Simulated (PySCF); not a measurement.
## Telling isomers of C7H8 apart by NMR

All values are calculated (PySCF): couplings computed with B3LYP/pcJ-1 (spin–dipole term left out of most H,H and C,H couplings), shielding tensors at PBE0/pcSseg-1 (GIAO), structure optimised with GFN2-xTB. Non-relativistic Hamiltonian, fast rotation and ring inversion assumed for equivalent nuclei, a single conformation, no solvent model.

Scale: 1H (σref 31.72) and 13C (σref 186.93) vs TMS (reference shieldings calculated alike). Multiplet labels drop J under 1 Hz and among equivalent protons, and merge close values. Unscaled 3J(H,H) run several per cent high. Where no couplings were computed, multiplicities follow the n + 1 count of equivalent neighbours, and m marks all less simple cases (inequivalent or close neighbours, rings, F or P nearby). Shifts are as computed. Against solution values, carbons near 30 ppm lie about +3 ppm off and those near 130 ppm about +5 ppm. Of 1211 compounds with measured shifts, 218 miss one by over three times the rms of a fit or turn the order of signals round; such compounds aren't used in these exercises. Across acyclic CH2–CH2 and CH–CH2 bonds, 3J(H,H) assumes equally populated rotamers.

(1) Tabulate the signals of `C#CC#CCCC`, `C1=C[C@H]2C=C[C@@H]1C2` and their relative energies.

(2) What is the quickest way to tell C#CC#CCCC from C1=C[C@H]2C=C[C@@H]1C2?

Answers

(1) 
```json
{"SMILES": "C#CC#CCCC", "carbon types": "3×C 1×CH 2×CH2 1×CH3", "δC": "83.1, 74.4, 74.4, 70.7, 26.3, 23.5, 15.5", "δH": "2.41 (td, 2H), 1.55 (sext, 2H), 1.19 (t, 3H), 1.15 (t, 1H)", "E rel. (kcal/mol)": "35.9"}
{"SMILES": "C1=C[C@H]2C=C[C@@H]1C2", "carbon types": "6×CH 1×CH2", "δC": "154.0, 82.0, 53.6", "δH": "7.21 (m, 4H), 3.47 (m, 2H), 2.19 (m, 2H)", "E rel. (kcal/mol)": "0.0"}
```

Energies are electronic energies at PBE0/pcSseg-1 on these geometries, without zero-point or thermal terms, each for the one conformer computed, which needn't be the lowest.

(2) Count the carbon signals: 7 against 3. The first has an alkyne carbon (C) at 83.1 ppm, the second an alkene CH at 154.0 ppm. In the proton spectra the most deshielded non-exchanging signals are 2.41 (td, J = 7.2, 2.3 Hz, 2H) and 7.21 (m, 4H).
